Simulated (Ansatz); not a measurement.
## CuAu3 in Ansatz: the effect of functional

Crystal: CuAu3.

```xyz
4
Lattice="3.8988 0.0000 0.0000 0.0000 3.8988 0.0000 0.0000 0.0000 3.8988" Properties=species:S:1:pos:R:3 pbc="T T T"
Au    1.9494    1.9494    0.0000
Au    1.9494    0.0000    1.9494
Au    0.0000    1.9494    1.9494
Cu    0.0000    0.0000    0.0000
```

The cell isn't the ideal one: volume scaled by 0.94.

Alike in all runs:

* Program: Ansatz 0.2.0
* Task: single point
* Potentials or basis: Ansatz PAW
* k mesh: 7 × 7 × 7
* Occupations: fermi-dirac, width 0.05 eV
* Spin: no spin polarisation

```tsv
functional	cutoff	pressure (GPa)
LDA	420 eV (not typed: the program's choice for these potentials)	6.0
PBEsol	420 eV (not typed: the program's choice for these potentials)	11.5
r2SCAN	500 eV (not typed: the program's choice for these potentials)	?
```

Problem. What does the run with functional r2SCAN give?

Solution. Pressure 16.4 GPa.

Caveats: the PAW data sets come from PBE, with cores solved anew for the run's functional, which leaves a small shift of forces and pressure.

Runs at the PBE level aren't shown here.
